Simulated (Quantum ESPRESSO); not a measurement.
## Moving the choice of potentials or basis in TiC

The cell as given:

Symmetry: Fm-3m, No. 225, cubic system. The conventional cell has a = 4.331 Å, b = 4.331 Å, c = 4.331 Å, α = 90.00°, β = 90.00°, γ = 90.00°. Ti (site symmetry m-3m) is surrounded by 6 C at 2.17 Å. Around C (site symmetry m-3m) lie 6 Ti at 2.17 Å.

Kept alike: task relaxation of cell and atoms; functional PBE; k mesh 11 × 11 × 11; occupations fermi-dirac, width 0.05 eV; no spin polarisation. Program: Quantum ESPRESSO. Cutoffs run from 612 to 1197 eV. The mesh is that of the run's cell of 2 atoms. No spin-orbit coupling.

| choice of potentials or basis | volume (Å³/atom) |
| --- | --- |
| Ansatz NC SR PBE | 10.168 |
| GBRV 1.5 PBE | 10.166 |
| PseudoDojo 0.4 SR PBE stringent | 10.171 |
| PseudoDojo 0.4.1 SR PBE standard | 10.171 |
| PseudoDojo 0.5 SR PBE standard | 10.171 |
| PseudoDojo 0.5 SR PBE stringent | 10.171 |
| SG15 PBE 1.2 | 10.176 |
| SPMS 1.0 PBE | 10.178 |
| SSSP 1.3 efficiency PBE | 10.167 |

The relaxations keep at least the cell's symmetry (Fm-3m). For a metal such a mesh leaves the last digits unconverged. Relaxations stop with a little pressure left, so the last digits of a volume or edge aren't settled. Runs of this series that gave no sound value for these columns are left out.

Problem. What does the choice of potentials or basis change here?

Solution. The volume runs from 10.166 (GBRV 1.5 PBE) to 10.178 Å³/atom (SPMS 1.0 PBE). Measured: 10.09 Å³/atom at 300 K (pmc:8230697, doi:10.3390/ma14123222); nearest Ansatz NC SR PBE; GBRV 1.5 PBE; PseudoDojo 0.4 SR PBE stringent; PseudoDojo 0.4.1 SR PBE standard; PseudoDojo 0.5 SR PBE standard; PseudoDojo 0.5 SR PBE stringent; SSSP 1.3 efficiency PBE, 0.08 Å³/atom off. The runs are for a static lattice.
